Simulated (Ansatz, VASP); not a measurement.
**One calculation of Si4N, two programs**

```
Si N
1.0
    -1.99381    3.59680    2.88863
     1.99381   -3.59680    2.88863
     1.99381    3.59680   -2.88863
Si N
4 1
Direct
  0.10347 0.26544 0.83803
  0.89653 0.73456 0.16197
  0.57258 0.73456 0.83803
  0.42742 0.26544 0.16197
  0.00000 0.00000 0.00000
```

Change from the starting cell: species swapped into the CrB4 type (Immm, No. 71).

Alike in both runs: functional PBE; k mesh 6 × 6 × 6; occupations gaussian, width 0.1 eV; no spin polarisation.

Ansatz relaxed the structure, and its values are those at the end. VASP's run is a single point on that final structure, the one shown.

|  | VASP | Ansatz |
| --- | --- | --- |
| version | VASP 6.6.1 | Ansatz 0.2.0 |
| potentials or method | VASP PAW PBE potentials, release 64 (Si, N) | scalar-relativistic, plane waves, PAW |
| plane-wave cutoff (eV) | 520 | 420 |
| valence electrons in the cell | 21 | 21 |

```tsv
	VASP	Ansatz	Ansatz less VASP
gap on the k mesh at the Fermi level (eV)	none	none	-
pressure (GPa)	0.0	0.1	+0.09
rms of the force components (eV/Å)	0.005	0.004	-0.0011
```

A gap of «none» marks a metal or a gap that the smearing closes. With one functional, cell and mesh, what is left measures potentials, basis and numerics.
